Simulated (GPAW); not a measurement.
# GaSb (F-43m) in GPAW: settings compared, part 3 of 3

GPAW 26.7.0. Earlier steps stand in the parts before.

## (6) Band structure, vdW-DF2, spin-orbit coupling, no magnetisation

Contents of run.py:

```python
import numpy as np
from ase.dft.bandgap import bandgap
from ase.io import read, write
from gpaw import GPAW, PW
from gpaw.spinorbit import soc_eigenstates

atoms = read('GaSb.cif')

calc = GPAW(mode=PW(600),
            xc={'name': 'vdW-DF2', 'backend': 'libvdwxc'},
            kpts={'size': (6, 6, 6), 'gamma': True},
            occupations={'name': 'fermi-dirac', 'width': 0.05},
            nbands=18,
            convergence={'density': 1e-05, 'energy': 1e-05},
            maxiter=150,
            txt='gpaw.txt')
atoms.calc = calc
energy = atoms.get_potential_energy()
forces = atoms.get_forces()
calc.write('gs.gpw')
write('result.traj', atoms)
print(f'Energy: {energy:.6f} eV')
print('Forces (eV/A):')
print(forces.round(4))
print('Fermi level:', round(calc.get_fermi_level(), 4), 'eV')
print(f'Gap: {bandgap(calc)[0]:.4f} eV, direct: {bandgap(calc, direct=True)[0]:.4f} eV')

path = atoms.cell.bandpath('GXWKGLUWLK,UX', npoints=80, eps=1e-4)
bs_calc = calc.fixed_density(kpts=path, symmetry='off', nbands=30,
                             convergence={'bands': 'CBM+6.0', 'eigenstates': 1e-6}, txt='bands.txt')
bs = bs_calc.band_structure()
bs.write('bs.json')
print(f'Gap on the path: {bandgap(bs_calc)[0]:.4f} eV')

soc = soc_eigenstates(bs_calc, theta=90, phi=45)
np.savetxt('soc_bands.dat', soc.eigenvalues(), fmt='%.4f')
mesh = soc_eigenstates('gs.gpw', theta=90, phi=45)
np.savetxt('soc_mesh.dat', mesh.eigenvalues(), fmt='%.4f')
print('Fermi level with spin-orbit coupling:', round(mesh.fermi_level, 4), 'eV')
```

Contents of GaSb.cif:

```cif
data_GaSb
_cell_length_a 4.32607929
_cell_length_b 4.32607929
_cell_length_c 4.32607929
_cell_angle_alpha 60.00000000
_cell_angle_beta 60.00000000
_cell_angle_gamma 60.00000000
_space_group_name_H-M_alt 'P1'
_space_group_name_Hall 'P 1'
_space_group_IT_number 1
loop_
_space_group_symop_operation_xyz
'x,y,z'
loop_
_atom_site_label
_atom_site_type_symbol
_atom_site_symmetry_multiplicity
_atom_site_Wyckoff_symbol
_atom_site_fract_x
_atom_site_fract_y
_atom_site_fract_z
_atom_site_occupancy
Sb1 Sb 1 a 0.7500000000 0.7500000000 0.7500000000 1
Ga1 Ga 1 a 0.0000000000 0.0000000000 0.0000000000 1
```

Potentials or basis: GPAW PAW data sets (gpaw-data 1.2.1), pw.

The run is started by

```console
OMP_NUM_THREADS=1 python run.py
```

gpaw.txt:

```text
__  _  _
 | _ |_)|_||  |
 |__||  | ||/\| - 26.7.0

Input parameters:
  mode=PW(ecut=600.0),
  convergence={'density': 1e-05, 'energy': 1e-05},
  kpts=MonkhorstPack(size=(6, 6, 6), gamma=True),
  maxiter=150,
  nbands=18,
  occupations=Occupations(name='fermi-dirac', width=0.05),
  xc=XC(name='vdW-DF2', backend='libvdwxc')

Diagonalizing LCAO Hamiltonian
Converting LCAO to pw mode

                          Sb

       Ga

Atoms  # Å, Bohr magnetons
|   | symbol |        x |        y |        z |    initial magnetic moments |
|---|--------|----------|----------|----------|-----------------------------|
| 0 |     Sb | 6.489119 | 3.746495 | 2.649172 | ( 0.0000,  0.0000,  0.0000) |
| 1 |     Ga | 0.000000 | 0.000000 | 0.000000 | ( 0.0000,  0.0000,  0.0000) |

Unit cell  # Å
| periodic |        x |        y |        z |  lengths |    angles |
|----------|----------|----------|----------|----------|-----------|
|      yes | 4.326079 | 0.000000 | 0.000000 | 4.326079 | 60.000000 |
|      yes | 2.163040 | 3.746495 | 0.000000 | 4.326079 | 60.000000 |
|      yes | 2.163040 | 1.248832 | 3.532229 | 4.326079 | 60.000000 |

Number of symmetries: 24
Symmetry operations  # r_c * U_cc + t_c -> r_c
|    | kind |            matrix            |
|----|------|------------------------------|
|  0 |  E   |  1, 0, 0,  0, 1, 0,  0, 0, 1 |
|  1 |  σ   |  1, 0, 0,  0, 0, 1,  0, 1, 0 |
|  2 |  σ   |  1, 0,-1,  0, 1,-1,  0, 0,-1 |
|  3 |  C3  |  1, 0,-1,  0, 0,-1,  0, 1,-1 |
|  4 |  C3  |  1,-1, 0,  0,-1, 1,  0,-1, 0 |
|  5 |  σ   |  1,-1, 0,  0,-1, 0,  0,-1, 1 |
|  6 |  σ   |  0, 1, 0,  1, 0, 0,  0, 0, 1 |
|  7 |  C3  |  0, 1, 0,  0, 0, 1,  1, 0, 0 |
|  8 |  C2  |  0, 1,-1,  1, 0,-1,  0, 0,-1 |
|  9 |  S4  |  0, 1,-1,  0, 0,-1,  1, 0,-1 |
| 10 |  C3  |  0, 0, 1,  1, 0, 0,  0, 1, 0 |
| 11 |  σ   |  0, 0, 1,  0, 1, 0,  1, 0, 0 |
| 12 |  S4  |  0, 0,-1,  1, 0,-1,  0, 1,-1 |
| 13 |  C3  |  0, 0,-1,  0, 1,-1,  1, 0,-1 |
| 14 |  S4  |  0,-1, 1,  1,-1, 0,  0,-1, 0 |
| 15 |  C2  |  0,-1, 1,  0,-1, 0,  1,-1, 0 |
| 16 |  C3  |  0,-1, 0,  1,-1, 0,  0,-1, 1 |
| 17 |  S4  |  0,-1, 0,  0,-1, 1,  1,-1, 0 |
| 18 |  S4  | -1, 1, 0, -1, 0, 1, -1, 0, 0 |
| 19 |  C3  | -1, 1, 0, -1, 0, 0, -1, 0, 1 |
| 20 |  C3  | -1, 0, 1, -1, 1, 0, -1, 0, 0 |
| 21 |  S4  | -1, 0, 1, -1, 0, 0, -1, 1, 0 |
| 22 |  σ   | -1, 0, 0, -1, 1, 0, -1, 0, 1 |
| 23 |  C2  | -1, 0, 0, -1, 0, 1, -1, 1, 0 |

BZ-sampling:
  Number of BZ points: 216
  Number of IBZ points: 16

  Monkhorst-Pack size: [6, 6, 6]
  Monkhorst-Pack shift: [0.08333333333333333, 0.08333333333333333, 0.08333333333333333]

[... 61 lines left out ...]
    |    d |        |      -6.303 |    1.196 |

    Using partial waves for Sb as LCAO basis

  Ga:
    name:    Gallium
    Z:       31.0
    valence: 3
    core:    28
    charge:  0.0  # [|e|]
    compensation charges:
      type: gauss
      rc: 0.37  # [Å]
      lmax: 2
    cutoffs:
      filter: 2.06  # [Å]
      core: 4.17  # [Å]
    projectors
    | kind |    occ | energy [eV] | rcut [Å] |
    |------|--------|-------------|----------|
    |   4s |  2.000 |      -8.945 |    1.164 |
    |   4p |  1.000 |      -2.580 |    1.164 |
    |    s |        |      18.266 |    1.164 |
    |    p |        |      24.631 |    1.164 |
    |    d |        |       0.000 |    1.164 |

    Using partial waves for Ga as LCAO basis

Reference energy: -229166.229777  # eV

eigensolver:
  PPCG
  Converge bands: occupied
  niter=2

density mixing:
  MSR1-Mixer
  Pratt-step length: 0.05
  Maximum mixing coefficient: 0.75
  Old densities: 10
  SVD Regularization: 0.005
  Good broyden scale: 1.0
  Trust region scale: 1.0
  Backstep threshold: 4.0
  History deletion threshold: 6.0
  Fourier metric: weight=20.0, sigma=0.015

occupation numbers:
  Fermi-Dirac:
    width: 0.0500  # eV

poisson solver:
  ecut: 4800.0  # eV

xc functional:
  name: vdW-DF2 with libvdwxc
  Mode: serial
  Semilocal: GGA_X_RPW86+LDA_C_PW with 2 nearest neighbor stencil
  Local blocksize: 50 x 50 x 50
  PAW datasets: PBE

convergence criteria:
- Maximum integral of absolute [dens]ity change: 1e-05 electrons / valence electron
- Maximum [total energy] change in last 3 cyles: 1e-05 eV / valence electron
- Maximum integral of absolute [eigenst]ate change: 4e-08 eV^2 / valence electron
maximum number of iterations: 150

SCF iterations
|iter     | |      energy | eigst |  dens |
|---------|-|-------------|-------|-------|
|iter:   1| | -179.616836 | +0.26 |       |
|iter:   2| | -179.615346 | -1.88 | -1.29 |
|iter:   3| | -179.539109 | -1.95 | -1.31 |
|iter:   4| | -179.542013 | -2.76 | -1.91 |
|iter:   5| | -179.543245 | -4.10 | -2.52 |
|iter:   6| | -179.543397 | -4.71 | -3.07 |
|iter:   7| | -179.543419c| -5.71 | -3.66 |
|iter:   8| | -179.543423c| -6.07 | -4.14 |
|iter:   9| | -179.543423c| -7.54c| -5.08c|

Converged in 9 steps
Energy contributions relative to reference atoms: (reference = -229166.229777)

Energy contributions:
  Kinetic:          19.040832
  Coulomb:         -16.517042
  Zero:             -0.126595
  External:          0.000000
  Xc:             -181.940130
  Entropy:          -0.000977
  Spinorbit:         0.000000
  ----------------------------
  Free energy:    -179.543911
  Extrapolated:   -179.543423

dipole moment: (-15.707900, -9.068960, -6.412723)  # |e|*Ang

Fermi level: 5.053
Eigenvalues  # (at kpt = [0.000, 0.000, 0.000])
| band index |      eig [eV] | occ [0-2] |
|------------|---------------|-----------|
|          0 |       -24.056 |     2.000 |
|        ... |               |           |
|          2 |       -24.056 |     2.000 |
|          3 |       -24.039 |     2.000 |
|          4 |       -24.039 |     2.000 |
|          5 |        -6.462 |     2.000 |
|          6 |         4.873 |     1.947 |
|          7 |         5.017 |     1.347 |
[... 8 lines left out ...]
|         16 |        14.613 |     0.000 |
|         17 |        14.613 |     0.000 |

No gap
No difference between direct/indirect transitions

Forces  # eV/Ang
|       x |        y |       z |
|---------|----------|---------|
| 0.00000 | -0.00000 | 0.00000 |  # Sb   0
| 0.00000 |  0.00000 | 0.00000 |  # Ga   1

# Writing to gs.gpw (mode='')
```

stdout:

```text
Energy: -179.543423 eV
Forces (eV/A):
[[ 0. -0.  0.]
 [ 0.  0.  0.]]
Fermi level: 5.0528 eV
Gap: 0.0000 eV, direct: 0.0000 eV
Gap on the path: 0.0000 eV
Fermi level with spin-orbit coupling: 5.2441 eV
```

bands.txt:

```text
Diagonalizing LCAO Hamiltonian
Converting LCAO to pw mode
convergence criteria:
- Maximum integral of absolute [eigenst]ate change: 1e-06 eV^2 / valence electron
maximum number of iterations: 150

SCF iterations
|iter     | |      energy | eigst |  dens |
[... 86 lines left out ...]
         [0.41666667, 0.41666667, 0.66666667],
         [0.40277778, 0.40277778, 0.69444444],
         [0.38888889, 0.38888889, 0.72222222],
         [0.375     , 0.375     , 0.75      ],
         [0.625     , 0.25      , 0.625     ],
         [0.59375   , 0.1875    , 0.59375   ],
         [0.5625    , 0.125     , 0.5625    ],
         [0.53125   , 0.0625    , 0.53125   ],
         [0.5       , 0.        , 0.5       ]])),
  maxiter=150,
  nbands=30,
  occupations=Occupations(name='fermi-dirac', width=0.05),
  symmetry=Symmetry(point_group=False, time_reversal=False),
  xc=XC(name='vdW-DF2', backend='libvdwxc')
```

Run time: 47 s. Hardware: 1 thread of Arm Neoverse V1, shared host; peak memory 0.33 GiB.

Results:

```
Free energy             : -179.5439 eV
Band gap along the path : none (metal or under the smearing width)
```

Levels at the corners of the path, in eV from the Fermi level:
```
point  band 14  band 15  band 16  band 17  band 18  band 19  band 20  band 21  band 22  band 23
    Γ    -0.77    -0.37    -0.37     0.03     0.03     0.03     0.03     2.44     2.44     2.68
    X    -7.07    -2.91    -2.91    -2.62    -2.62     0.69     0.69     1.08     1.08     8.23
    W    -6.87    -3.76    -3.39    -3.29    -3.26     3.15     3.60     4.14     4.16     4.19
    K    -6.83    -3.92    -3.69    -2.39    -2.37     1.18     1.22     3.58     3.74     6.23
    Γ    -0.77    -0.37    -0.37     0.03     0.03     0.03     0.03     2.44     2.44     2.68
    L    -6.59    -1.61    -1.61    -1.14    -1.14     0.12     0.12     3.52     3.52     3.66
    U    -6.83    -3.92    -3.69    -2.39    -2.37     1.18     1.22     3.58     3.74     6.23
    W    -6.87    -3.76    -3.39    -3.29    -3.26     3.15     3.60     4.14     4.16     4.19
    L    -6.59    -1.61    -1.61    -1.14    -1.14     0.12     0.12     3.52     3.52     3.66
    K    -6.83    -3.92    -3.69    -2.39    -2.37     1.18     1.22     3.58     3.74     6.23
    U    -6.83    -3.92    -3.69    -2.39    -2.37     1.18     1.22     3.58     3.74     6.23
    X    -7.07    -2.91    -2.91    -2.62    -2.62     0.69     0.69     1.08     1.08     8.23
```

Caveat: spin-orbit coupling was added after a scalar SCF, so levels and gaps hold it while energy, forces, pressure and moments don't; this program's spin-orbit splittings come out too wide for heavy elements; the PAW data sets were made with another functional, which shifts forces and pressure a little; this crystal is a semiconductor, whose small gap the functional closes, so the metal is an error of the method.

## (7) Overview

| task | level | spin | k mesh | band path | band points | spin axis theta (degrees) | spin axis phi (degrees) | gap on the mesh (eV) | pressure (GPa) |
| --- | --- | --- | --- | --- | --- | --- | --- | --- | --- |
| band structure | r2SCAN | off | 8 × 8 × 8 | GXWKGLUWLK,UX | 60 | - | - | 0.51 | 0.2 |
| band structure | r2SCAN | SOC, no magnetisation | 6 × 6 × 6 | GXWKGLUWLK,UX | 100 | 90 | 45 | 0.26 | 0.2 |
| band structure | mBEEF | SOC, no magnetisation | 6 × 6 × 6 | GXWKGLUWLK,UX | 60 | 90 | 45 | - | 0.2 |
| equation of state | SCAN | off | 6 × 6 × 6 | - | - | - | - | - | - |
| band structure | vdW-DF2 | SOC, no magnetisation | 6 × 6 × 6 | GXWKGLUWLK,UX | 80 | 90 | 45 | - | - |

Alike in all rows: potentials or basis GPAW PAW data sets (gpaw-data 1.2.1), pw; cell as given; cutoff (eV) 600; smearing fermi-dirac 0.05 eV.

Caveats: the PAW data sets were made with another functional, which shifts forces and pressure a little; spin-orbit coupling was added after a scalar SCF, so levels and gaps hold it while energy, forces, pressure and moments don't (some runs); this program's spin-orbit splittings come out too wide for heavy elements (some runs); this crystal is a semiconductor, whose small gap the functional closes, so the metal is an error of the method (some runs); spin-orbit coupling is left out, which moves the levels of the heavy elements (some runs); the points scatter about the fit (some runs).

Absolute energies hang on the potentials; compare differences alone.

## (8) Comparison with measurements

Step 2. Measured gap of GaSb: 0.811 eV (direct; 4.2 K; a printed reference work, data compilation). This calculation gives 0.51 eV (-0.30 eV). Spin-orbit coupling on Ga, Sb is left out. The value is that of r2SCAN, without temperature or zero-point motion.

Step 3. Measured gap of GaSb: 0.811 eV (direct; 4.2 K; a printed reference work, data compilation). This calculation gives 0.26 eV (-0.55 eV). The value is that of r2SCAN, without temperature or zero-point motion.

Step 4. Against the measured gap of GaSb, 0.811 eV (direct; 4.2 K; a printed reference work, data compilation), the calculated 0.00 eV is off by -0.81 eV. The value is that of mBEEF, without temperature or zero-point motion.

Step 6. Against the measured gap of GaSb, 0.811 eV (direct; 4.2 K; a printed reference work, data compilation), the calculated 0.00 eV is off by -0.81 eV. The value is that of vdW-DF2, without temperature or zero-point motion.
